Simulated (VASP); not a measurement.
# C2H6 in VASP: further runs

The runs below take C2H6 through single point, vibrations by finite differences, with PBE+D3(BJ), HSE06+D3(BJ).

Everything below comes from runs of VASP 6.6.1. Logs are shortened: lines on timing, memory, paths and dates and some standing lists are left out, and cuts for length are marked.

## 1. The molecule as given

The cell holds a molecule in a box, 8 atoms: a = 13.084 Å, b = 13.584 Å, c = 14.084 Å, α = 90.00°, β = 90.00°, γ = 90.00°.

## 2. Single point, PBE+D3(BJ)

Input file INCAR:

```
PREC = Accurate
ENCUT = 520
EDIFF = 1E-6
ISMEAR = 0
SIGMA = 0.01
LREAL = False
LASPH = True
NELM = 80
ALGO = Normal
ISIF = 2
LWAVE = False
LCHARG = False
GGA = PE
IVDW = 12
NBANDS = 17
ISYM = 0
```

Input file KPOINTS:

```
Automatic mesh
0
Gamma
  1 1 1
```

Input file POSCAR:

```
H3C                                     
1.0
   13.0840340850      0.0000000000      0.0000000000
    0.0000000000     13.5840340850      0.0000000000
    0.0000000000      0.0000000000     14.0840340850
  C               H             
     2     6
Selective dynamics
Direct
     0.5570134924999977    0.5127778825000036    0.5059189571000005   F   F   F
     0.4426308669913304    0.4945297837347574    0.4940493742662621   T   T   T
     0.5739209312434180    0.5510391182086894    0.5729630531916302   T   T   T
     0.6004582580339786    0.4434257698885968    0.5062483197544960   T   T   T
     0.5876875535384635    0.5583983893089022    0.4479938677832370   T   T   T
     0.4121626382587333    0.4488865039124454    0.5520661094625117   T   T   T
     0.4259463346976721    0.4562611605525146    0.4269380359640160   T   T   T
     0.3993767820835074    0.5640020758475355    0.4937415854468255   T   T   T
```

Potentials or basis: VASP PAW PBE potentials, release 64 (C, H).

The run is started by

```
$ cat potpaw_PBE.64/C/POTCAR potpaw_PBE.64/H/POTCAR > POTCAR
$ mpirun -np 4 vasp_gam > vasp.out
```

OUTCAR:

```text
PREC = Accurate
   ENCUT = 520
   EDIFF = 1E-6
   ISMEAR = 0
   LREAL = False
   LASPH = True
   NELM = 80
   ISIF = 2
   GGA = PE
   IVDW = 12
   ISYM = 0
 IVDW          = 12

 ion  position               nearest neighbor table
   1  0.557  0.513  0.506-   4 1.10   5 1.10   3 1.10   2 1.53
   2  0.443  0.495  0.494-   8 1.10   6 1.10   7 1.10   1 1.53
   3  0.574  0.551  0.573-   1 1.10
   4  0.600  0.443  0.506-   1 1.10
   5  0.588  0.558  0.448-   1 1.10
   6  0.412  0.449  0.552-   2 1.10
   7  0.426  0.456  0.427-   2 1.10
   8  0.399  0.564  0.494-   2 1.10

IMPORTANT INFORMATION: All symmetrisations will be switched off!
NOSYMM: (Re-)initialisation of all symmetry stuff for point group C_1.

----------------------------------------------------------------------------------------

                                     Primitive cell

  volume of cell :    2503.2112

  direct lattice vectors                    reciprocal lattice vectors
    13.084034085  0.000000000  0.000000000     0.076429027  0.000000000  0.000000000
     0.000000000 13.584034085  0.000000000     0.000000000  0.073615834  0.000000000
     0.000000000  0.000000000 14.084034085     0.000000000  0.000000000  0.071002384

  length of vectors
    13.084034085 13.584034085 14.084034085     0.076429027  0.073615834  0.071002384

  position of ions in fractional coordinates (direct lattice)
     0.557013492  0.512777883  0.505918957
     0.442630867  0.494529784  0.494049374
     0.573920931  0.551039118  0.572963053
     0.600458258  0.443425770  0.506248320
     0.587687554  0.558398389  0.447993868
     0.412162638  0.448886504  0.552066109
     0.425946335  0.456261161  0.426938036
     0.399376782  0.564002076  0.493741585

  ion indices of the primitive-cell ions
   primitive index   ion index
                 1           1
                 2           2
                 3           3
                 4           4
                 5           5
                 6           6
                 7           7
                 8           8

----------------------------------------------------------------------------------------

 KPOINTS: Automatic mesh

Automatic generation of k-mesh.
 Grid dimensions read from file:
 generate k-points for:    1    1    1

 Generating k-lattice:

  Cartesian coordinates                     Fractional coordinates (reciprocal lattice)
     0.076429027  0.000000000  0.000000000     1.000000000  0.000000000  0.000000000
     0.000000000  0.073615834  0.000000000     0.000000000  1.000000000  0.000000000
     0.000000000  0.000000000  0.071002384     0.000000000  0.000000000  1.000000000

  Length of vectors
     0.076429027  0.073615834  0.071002384

  Shift w.r.t. Gamma in fractional coordinates (k-lattice)
     0.000000000  0.000000000  0.000000000

 Subroutine IBZKPT returns following result:
 ===========================================

 Found      1 irreducible k-points:

 Following reciprocal coordinates:
            Coordinates               Weight
  0.000000  0.000000  0.000000      1.000000
   k-points           NKPTS =      1   k-points in BZ     NKDIM =      1   number of bands    NBANDS=     20
   number of dos      NEDOS =    301   number of ions     NIONS =      8
   total plane-waves  NPLWV = ******
   dimension x,y,z NGX =    98 NGY =  108 NGZ =  108
   dimension x,y,z NGXF=   196 NGYF=  216 NGZF=  216
   ions per type =               2   6
   NGX,Y,Z   is equivalent  to a cutoff of  12.45, 13.22, 12.75 a.u.
   NGXF,Y,Z  is equivalent  to a cutoff of  24.90, 26.43, 25.50 a.u.
 SYSTEM =  unknown system
   PREC   = accura    normal or accurate (medium, high low for compatibility)
   ISTART =      0    job   : 0-new  1-cont  2-samecut
   ICHARG =      2    charge: 1-file 2-atom 10-const
   ISPIN  =      1    spin polarized calculation?
   LNONCOLLINEAR =      F non collinear calculations
   LSORBIT =      F    spin-orbit coupling
   LASPH  =      T    aspherical Exc in radial PAW
   ENCUT  =  520.0 eV  38.22 Ry    6.18 a.u.  24.33 25.26 26.19*2*pi/ulx,y,z
   NELM   =     80;   NELMIN=  2; NELMDL= -5     # of ELM steps
   EDIFF  = 0.1E-05   stopping-criterion for ELM
   LREAL  =      F    real-space projection
   EDIFFG = 0.1E-04   stopping-criterion for IOM
   NSW    =      0    number of steps for IOM
   IBRION =     -1    ionic relax: 0-MD 1-quasi-New 2-CG
   NFREE  =      0    steps in history (QN), initial steepest desc. (CG)
   ISIF   =      2    stress and relaxation
   ISYM   =      0    0-nonsym 1-usesym 2-fastsym
   POTIM  = 0.5000    time-step for ionic-motion
   TEBEG  =    0.0;   TEEND  =   0.0 temperature during run
   PSTRESS=    0.0 pullay stress
   NELECT =      14.0000    total number of electrons
   NUPDOWN=      -1.0000    fix difference up-down
   EMIN   =  10.00;   EMAX   =-10.00  energy-range for DOS
   EFERMI =   0.00;   METHOD = LEGACY
   ISMEAR =     0;   SIGMA  =   0.01  broadening in eV -4-tet -1-fermi 0-gaus
   EFERMI_NEDOS =   21; number of points for ismear=-14 and -15
   IALGO  =     38    algorithm
   IMIX   =      4    mixing-type and parameters
     AMIX     =   0.40;   BMIX     =  1.00
     AMIX_MAG =   1.60;   BMIX_MAG =  1.00
  volume/ion in A,a.u.               =     312.90      2111.56
  Fermi-wavevector in a.u.,A,eV,Ry     =   0.290593  0.549141  1.148934  0.084444
  Thomas-Fermi vector in A             =   1.149467
   LORBIT       =      0    0 simple, 1 ext, 2 COOP (PROOUT), +10 PAW based schemes
   GGA     = PE    functional components
   LHFCALC =     F    Hartree Fock is set to
   AEXX    =    0.0000 exact exchange contribution
   IVDW    =    12    specifies the selected vdW correction
   LEPSILON=     F    determine dielectric tensor
   LRPA    =     F    only Hartree local field effects (RPA)
 non-spin polarized calculation
 Gauss-broadening in eV      SIGMA  =   0.01
  energy-cutoff  :      520.00
  volume of cell :     2503.21
 maximum number of plane-waves:     33710
 NGX is ok and might be reduce to    98
   NGX = 49   NGY = 51   NGZ = 53

 number of electron      14.0000002 magnetization

 Free energy of the ion-electron system (eV)
  ---------------------------------------------------
  ext. energy  EPLUGINS =         0.00000000
  ---------------------------------------------------
  free energy    TOTEN  =       -40.50780562 eV

  energy without entropy =      -40.50780562  energy(sigma->0) =      -40.50780562

 E-fermi :  -7.9258     XC(G=0):  -0.4182

 val. band max:       -8.0141369430   @ k =   0.0000   0.0000   0.0000
 cond. band min:      -0.4386306029   @ k =   0.0000   0.0000   0.0000
 fundamental gap:      7.5755063400
 Fermi energy:        -7.9257933693

 k-point     1 :       0.0000    0.0000    0.0000
  band No.  band energies     occupation
      1     -18.4294      2.00000
      2     -14.9071      2.00000
      3     -10.3953      2.00000
      4     -10.3949      2.00000
      5      -8.8126      2.00000
      6      -8.0146      2.00000
      7      -8.0141      2.00000
      8      -0.4386      0.00000
      9       0.2876      0.00000
     10       0.3949      0.00000
     11       0.4278      0.00000
     12       0.4606      0.00000
     13       0.7102      0.00000
     14       0.7500      0.00000
     15       1.2271      0.00000
     16       1.2401      0.00000
     17       1.2521      0.00000
     18       1.2767      0.00000
     19       1.3431      0.00000
 [bands above 19 left out]

------------------------ aborting loop because EDIFF is reached ----------------------------------------

 Edisp (eV)   -0.08992

 E8    (eV) :    -0.0235

  FORCE on cell =-STRESS in cart. coord.  units (eV):
  Direction    XX          YY          ZZ          XY          YZ          ZX
  --------------------------------------------------------------------------------------
  -------------------------------------------------------------------------------------
  Total      -0.07701    -0.19109    -0.19631     0.01889     0.00082     0.01298
  in kB      -0.04929    -0.12231    -0.12565     0.01209     0.00052     0.00831
  external pressure =       -0.10 kB  Pullay stress =        0.00 kB

 VOLUME and BASIS-vectors are now :
 -----------------------------------------------------------------------------
  energy-cutoff  :      520.00
  volume of cell :     2503.21
      direct lattice vectors                 reciprocal lattice vectors
    13.084034085  0.000000000  0.000000000     0.076429027  0.000000000  0.000000000
     0.000000000 13.584034085  0.000000000     0.000000000  0.073615834  0.000000000
     0.000000000  0.000000000 14.084034085     0.000000000  0.000000000  0.071002384

 POSITION                                       TOTAL-FORCE (eV/Angst)
 -----------------------------------------------------------------------------------
      7.28798      6.96559      7.12538         0.109805      0.019225      0.012890
      5.79140      6.71771      6.95821        -0.071703     -0.015669     -0.012322
      7.50920      7.48533      8.06963        -0.017454     -0.014022     -0.022785
      7.85642      6.02351      7.13002        -0.025818      0.018931     -0.001458
      7.68932      7.58530      6.30956        -0.021768     -0.016102      0.016977
      5.39275      6.09769      7.77532         0.009036      0.021911     -0.030438
      5.57310      6.19787      6.01301         0.003060      0.019727      0.037316
      5.22546      7.66142      6.95387         0.014842     -0.034001     -0.000180
 -----------------------------------------------------------------------------------
    total drift:                                0.000110      0.000421      0.000094

  FREE ENERGIE OF THE ION-ELECTRON SYSTEM (eV)
  ---------------------------------------------------
  free  energy   TOTEN  =       -40.5977211897 eV

  energy  without entropy=      -40.5977211897  energy(sigma->0) =      -40.59772119
```

Wall time 56 s (4 MPI ranks of AMD EPYC 9R14 (Zen 4), shared host); peak memory 0.64 GiB.

What came out:

```
Free energy                     : -40.5977 eV
Largest force                   : 0.112 eV/Å
Gap between the frontier levels : 7.58 eV
Dispersion energy per atom      : -0.011 eV
```

Forces on the atoms (eV/Å):
```
C    0.110  0.019  0.013
C   -0.072 -0.016 -0.012
H   -0.017 -0.014 -0.023
H   -0.026  0.019 -0.001
H   -0.022 -0.016  0.017
H    0.009  0.022 -0.030
H    0.003  0.020  0.037
H    0.015 -0.034  0.000
```

## 3. Single point, PBE+D3(BJ)

INCAR, as its differences from that of step 2:

```diff
@@ -1,3 +1,3 @@
 PREC = Accurate
-ENCUT = 520
+ENCUT = 250
 EDIFF = 1E-6
```

KPOINTS is that of step 2.

POSCAR is that of step 2.

Potentials or basis: VASP PAW PBE potentials, release 64 (C, H).

The run is started by

```
$ cat potpaw_PBE.64/C/POTCAR potpaw_PBE.64/H/POTCAR > POTCAR
$ mpirun -np 4 vasp_gam > vasp.out
```

Wall time 16 s (4 MPI ranks of AMD EPYC 9R14 (Zen 4), shared host); peak memory 0.29 GiB.

The run converged, but a check on its numbers failed (symmetry, net force, bounds or a known fault of this set-up), so they aren't taken as properties of the molecule.

Caveat: the cutoff lies under the usual one of these potentials, so the numbers hold a large basis-set error.

## 4. Single point, HSE06+D3(BJ)

POSCAR is that of step 3.

Input file INCAR.step1:

```
PREC = Accurate
ENCUT = 400
EDIFF = 1E-5
ISMEAR = 0
SIGMA = 0.01
LREAL = False
LASPH = True
NELM = 80
ALGO = Normal
ISIF = 2
LWAVE = True
LCHARG = False
NBANDS = 17
ISYM = 0
TIME = 0.4
GGA = PE
```

Input file INCAR.step2:

```
PREC = Accurate
ENCUT = 400
EDIFF = 1E-6
ISMEAR = 0
SIGMA = 0.01
LREAL = False
LASPH = True
NELM = 80
ALGO = Damped
ISIF = 2
LWAVE = False
LCHARG = False
GGA = PE
LHFCALC = True
HFSCREEN = 0.2
PRECFOCK = Fast
IVDW = 12
VDW_S6 = 1.0
VDW_S8 = 2.31
VDW_A1 = 0.383
VDW_A2 = 5.685
NBANDS = 17
ISYM = 0
TIME = 0.4
ISTART = 1
```

KPOINTS is that of step 3.

Potentials or basis: VASP PAW PBE potentials, release 64 (C, H).

The run is started by

```
$ cat potpaw_PBE.64/C/POTCAR potpaw_PBE.64/H/POTCAR > POTCAR
$ cp INCAR.step1 INCAR
$ mpirun -np 4 vasp_gam > vasp.out
$ cp INCAR.step2 INCAR
$ mpirun -np 4 vasp_gam > vasp.out
```

OUTCAR:

```text
PREC = Accurate
   ENCUT = 400
   EDIFF = 1E-6
   ISMEAR = 0
   LREAL = False
   LASPH = True
   NELM = 80
   ISIF = 2
   GGA = PE
   LHFCALC = True
   HFSCREEN = 0.2
   PRECFOCK = Fast
   IVDW = 12
   ISYM = 0
   ISTART = 1
 IVDW          = 12

[... 191 lines left out ...]
  Direction    XX          YY          ZZ          XY          YZ          ZX
  --------------------------------------------------------------------------------------
  -------------------------------------------------------------------------------------
  Total      -1.21501    -1.24745    -1.31477     0.00567     0.00028     0.00289
  in kB      -0.77767    -0.79843    -0.84151     0.00363     0.00018     0.00185
  external pressure =       -0.81 kB  Pullay stress =        0.00 kB

 VOLUME and BASIS-vectors are now :
 -----------------------------------------------------------------------------
  energy-cutoff  :      400.00
  volume of cell :     2503.21
      direct lattice vectors                 reciprocal lattice vectors
    13.084034085  0.000000000  0.000000000     0.076429027  0.000000000  0.000000000
     0.000000000 13.584034085  0.000000000     0.000000000  0.073615834  0.000000000
     0.000000000  0.000000000 14.084034085     0.000000000  0.000000000  0.071002384

 POSITION                                       TOTAL-FORCE (eV/Angst)
 -----------------------------------------------------------------------------------
      7.28798      6.96559      7.12538         0.072302      0.011903     -0.003855
      5.79140      6.71771      6.95821        -0.033012     -0.001678      0.000308
      7.50920      7.48533      8.06963        -0.066917     -0.121009     -0.199155
      7.85642      6.02351      7.13002        -0.127095      0.164251     -0.037325
      7.68932      7.58530      6.30956        -0.121575     -0.109401      0.170924
      5.39275      6.09769      7.77532         0.107376      0.143401     -0.183202
      5.57310      6.19787      6.01301         0.051557      0.123749      0.216633
      5.22546      7.66142      6.95387         0.117363     -0.211215      0.035672
 -----------------------------------------------------------------------------------
    total drift:                               -0.000477      0.018378     -0.000049

  FREE ENERGIE OF THE ION-ELECTRON SYSTEM (eV)
  ---------------------------------------------------
  free  energy   TOTEN  =       -46.6440438661 eV

  energy  without entropy=      -46.6440438661  energy(sigma->0) =      -46.64404387
```

It took 68 s on 4 MPI ranks of AMD EPYC 9R14 (Zen 4), shared host; peak memory 0.66 GiB.

Results:

| Item | Value |
| --- | --- |
| Free energy | -46.6440 eV |
| Largest force | 0.256 eV/Å |
| Gap between the frontier levels | 8.76 eV |
| Dispersion energy per atom | -0.006 eV |

Forces on the atoms (eV/Å):
```
C    0.072  0.012 -0.004
C   -0.033 -0.002  0.000
H   -0.067 -0.121 -0.199
H   -0.127  0.164 -0.037
H   -0.122 -0.109  0.171
H    0.107  0.143 -0.183
H    0.052  0.124  0.217
H    0.117 -0.211  0.036
```

Levels at points of the mesh, in eV from the valence-band top:
```
           k point  band 3  band 4  band 5  band 6  band 7  band 8  band 9  band 10  band 11  band 12
(0.00, 0.00, 0.00)   -2.56   -2.56   -0.81    0.00    0.00    8.76    9.49     9.54     9.57     9.61
```

Caveat: the cutoff is under 1.25 times the usual one of these potentials, so pressure, stress and relaxed cells hold a basis-set (Pulay) error; the PAW data sets were made with another functional, which shifts forces and pressure a little.

## 5. Vibrations by finite differences, PBE+D3(BJ)

INCAR, as its differences from that of step 3:

```diff
@@ -1,4 +1,4 @@
 PREC = Accurate
-ENCUT = 250
-EDIFF = 1E-6
+ENCUT = 400
+EDIFF = 1E-7
 ISMEAR = 0
@@ -15,2 +15,6 @@
 NBANDS = 17
+IBRION = 5
+NFREE = 2
+POTIM = 0.015
+NSW = 1
 ISYM = 0
```

KPOINTS is that of step 4.

Input file POSCAR:

```
H3C                                     
1.0
   13.0840340850      0.0000000000      0.0000000000
    0.0000000000     13.5840340850      0.0000000000
    0.0000000000      0.0000000000     14.0840340850
  C               H             
     2     6
Selective dynamics
Direct
0.5570134924999977  0.5127778825000036  0.5059189571000005  T T T
0.4426308669913304  0.4945297837347574  0.4940493742662621  T T T
0.5739209312434180  0.5510391182086894  0.5729630531916302  T T T
0.6004582580339786  0.4434257698885968  0.5062483197544960  T T T
0.5876875535384635  0.5583983893089022  0.4479938677832370  T T T
0.4121626382587333  0.4488865039124454  0.5520661094625117  T T T
0.4259463346976721  0.4562611605525146  0.4269380359640160  T T T
0.3993767820835074  0.5640020758475355  0.4937415854468255  T T T
```

The run is started by

```
$ cat potpaw_PBE.64/C/POTCAR potpaw_PBE.64/H/POTCAR > POTCAR
$ mpirun -np 4 vasp_gam > vasp.out
```

Wall time 21 min (4 MPI ranks of AMD EPYC 9R14 (Zen 4), shared host); peak memory 0.48 GiB.

Results (log left out):

```yaml
Highest_phonon_frequency_at_Γ_LO-TO_splitting_left_out: 3046 cm⁻¹
Most_unstable_mode: 32i cm⁻¹
Dispersion_energy_per_atom: -0.011 eV
```

Phonon frequencies in cm⁻¹ (negative: imaginary):
| q point | frequencies |
| --- | --- |
| (0.000, 0.000, 0.000) | -32 -15 -1 1 6 14 298 801 801 996 1177 1177 1360 1373 1455 1455 1456 1456 2970 2973 3020 3020 3046 3046 |

Caveat: the cutoff is under 1.25 times the usual one of these potentials, so pressure, stress and relaxed cells hold a basis-set (Pulay) error; some modes are imaginary.

## 6. The runs side by side

```csv
task,level,cutoff (eV),grid for exact exchange (PRECFOCK),screening parameter,gap on the mesh (eV),largest force (eV/Å)
single point,PBE+D3(BJ),520,-,-,7.58,0.11
single point,HSE06+D3(BJ),400,Fast,0.2 1/A,8.76,0.26
vibrations by finite differences,PBE+D3(BJ),400,-,-,-,-
```

Alike in all rows: potentials or basis VASP PAW PBE potentials, release 64 (C, H); no spin polarisation; cell as given; k mesh 1 × 1 × 1; smearing gaussian 0.01 eV.

Caveats: the cutoff is under 1.25 times the usual one of these potentials, so pressure, stress and relaxed cells hold a basis-set (Pulay) error (some runs); the PAW data sets were made with another functional, which shifts forces and pressure a little (some runs); some modes are imaginary (some runs).

Total energies depend on the potentials used, so only differences within one code and one set of settings carry meaning.
